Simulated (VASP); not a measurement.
# Au: intraband terms of a metal's spectrum

Au, Cmcm (no. 63), 2 atoms in the cell. PBE, independent-particle dielectric function; PAW potentials Au (PBE set).

## Input

INCAR.step1:
```
  PREC = Accurate
  ENCUT = 270
  ISMEAR = 1
  SIGMA = 0.1
  EDIFF = 1E-7
  LASPH = T
  KPAR = 4
  LWAVE = F
  LCHARG = T
  LMAXMIX = 4
```

INCAR.step2:
```
  PREC = Accurate
  ENCUT = 270
  ISMEAR = 0
  SIGMA = 0.3
  EDIFF = 1E-6
  LASPH = T
  KPAR = 4
  LWAVE = T
  LCHARG = F
  LMAXMIX = 4
  ICHARG = 11
  NBANDS = 29
  NEDOS = 3000
  OMEGAMAX = 30
  CSHIFT = 0.1
```

INCAR.step3, as INCAR.step2 but for:
```
- LWAVE = T
+ LWAVE = F
+ LOPTICS = T
+ ALGO = None
+ NELM = 1
+ ISTART = 1
```

INCAR.step4, as INCAR.step3 but for:
```
+ WPLASMAI = 0.03
```

INCAR.step5 to INCAR.step6 change the same tag again: WPLASMAI = 0.1, 0.3.

INCAR.step7, as INCAR.step6 but for:
```
- WPLASMAI = 0.3
+ RTIME = 20
```

INCAR.step8, as INCAR.step7 but for:
```
- RTIME = 20
+ RTIME = 1
```

INCAR.step9, as INCAR.step8 but for:
```
- RTIME = 1
+ LNABLA = T
```

INCAR.step10, as INCAR.step9 but for:
```
- ISMEAR = 0
- LNABLA = T
+ ISMEAR = -5
```

KPOINTS.step1:
```
k-points
0
Gamma
  11 11 6
```

KPOINTS.step2:
```
k-points
0
Gamma
  12 12 6
```

POSCAR:
```
Au
1.0
    1.4113099650     -2.5559330250      0.0000000000
    1.4113099650      2.5559330250      0.0000000000
    0.0000000000      0.0000000000      4.8931696100
Au
2
Direct
    0.3346720300      0.6653279700      0.2500000000
    0.6653279700      0.3346720300      0.7500000000
```

Commands (each step's output is kept before the next begins):
```
cat potpaw_PBE.64/Au/POTCAR > POTCAR
cp INCAR.step1 INCAR
cp KPOINTS.step1 KPOINTS
mpirun -np 4 vasp_std > vasp.out
cp INCAR.step2 INCAR
cp KPOINTS.step2 KPOINTS
mpirun -np 4 vasp_std > vasp.out
cp INCAR.step3 INCAR
mpirun -np 4 vasp_std > vasp.out
cp INCAR.step4 INCAR
mpirun -np 4 vasp_std > vasp.out
cp INCAR.step5 INCAR
mpirun -np 4 vasp_std > vasp.out
cp INCAR.step6 INCAR
mpirun -np 4 vasp_std > vasp.out
cp INCAR.step7 INCAR
mpirun -np 4 vasp_std > vasp.out
cp INCAR.step8 INCAR
mpirun -np 4 vasp_std > vasp.out
cp INCAR.step9 INCAR
mpirun -np 4 vasp_std > vasp.out
cp INCAR.step10 INCAR
mpirun -np 4 vasp_std > vasp.out
```

## Result

- Bands: 29

One ground state, settings moved in the last step alone:

| Settings | Plasma frequency (eV) | Im ε at 0.5 eV | Im ε at 1 eV | Im ε at 2 eV | Im ε at 4 eV | Time (s) |
|---|---|---|---|---|---|---|
| interband part alone | 8.69 | 0.4 | 3.5 | 6.4 | 5.8 | 13 |
| Drude term, WPLASMAI 0.03 | 8.69 | 18.5 | 5.7 | 6.7 | 5.8 | 13 |
| Drude term, WPLASMAI 0.1 | 8.69 | 58.5 | 10.9 | 7.3 | 5.9 | 14 |
| Drude term, WPLASMAI 0.3 | 8.69 | 133.7 | 24.2 | 9.2 | 6.1 | 13 |
| relaxation time RTIME 20 fs | 8.69 | 20.2 | 5.9 | 6.7 | 5.8 | 14 |
| relaxation time RTIME 1 fs | 8.69 | 145.9 | 38.1 | 12.0 | 6.5 | 13 |
| transversal form (LNABLA) | 8.79 | 0.4 | 3.5 | 6.1 | 5.5 | 12 |
| tetrahedron method | – | – | – | – | – | no result |

Limits: Spin-orbit coupling is left out, which can matter with atoms this heavy.

VASP 6.6.1 took 121 s on 4 cores (AMD EPYC 7R43 (Zen 3)), a shared host.
